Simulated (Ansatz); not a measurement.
Field gradients against strain in BaTiO$_{3}$

```xyz
5
Lattice="3.9998 0.0000 0.0000 0.0000 3.9998 0.0000 0.0000 0.0000 4.0180" Properties=species:S:1:pos:R:3 pbc="T T T"
Ba    0.0000    0.0000    0.0000
Ti    1.9999    1.9999    2.0090
O     1.9999    1.9999    0.0000
O     1.9999    0.0000    2.0090
O     0.0000    1.9999    2.0090
```

Atoms are numbered in the order listed.

The cell is COD entry 2100860, as deposited and not checked against the literature; nothing was relaxed.

Level of theory: Ansatz 0.2.0, DFT, PBE, all-electron PAW with datasets made for the crystal, scalar-relativistic.

Settings: a Γ-centred 7×7×7 k mesh, Fermi–Dirac smearing of 0.03 eV, cutoff 540 eV (chosen by the program for this cell), no spin polarisation.

The strain is applied along the Cartesian axes of the cell as listed (γ is the engineering shear, twice εxy = εyz = εzx). Fractional coordinates are held (clamped ions).

The columns are Cartesian components of the electric field gradient at the nuclei, in 10²¹ V/m².

No spin–orbit coupling: at heavy atoms the gradients can be off by tens of per cent for that reason.

Only quantities that a quadratic follows smoothly over the whole series are listed; rougher ones are left out.

```tsv
γ	Vxy at Ba1	Vxy at Ti2
-0.0300	-1.65	0.60
-0.0100	-0.59	0.20
0.0000	0.00	0.00
0.0100	0.63	-0.20
0.0200	1.30	-0.39
0.0300	2.00	-0.59
```

(1) Fit the series and give the gradient–strain slopes.

(2) One run, at γ = -0.0200, is withheld. Predict its row.

## Answers

(1) Least-squares fits y = p0 + p1 x + p2 x² to the rows give Vxy at Ba1: p1 = 60.9, p2 = 190; Vxy at Ti2: p1 = -19.8, p2 = 6. The slopes p1 are in 10²¹ V/m² per unit strain, for clamped ions.

(2) The fits give -1.14, 0.40; the run gave -1.15, 0.40.
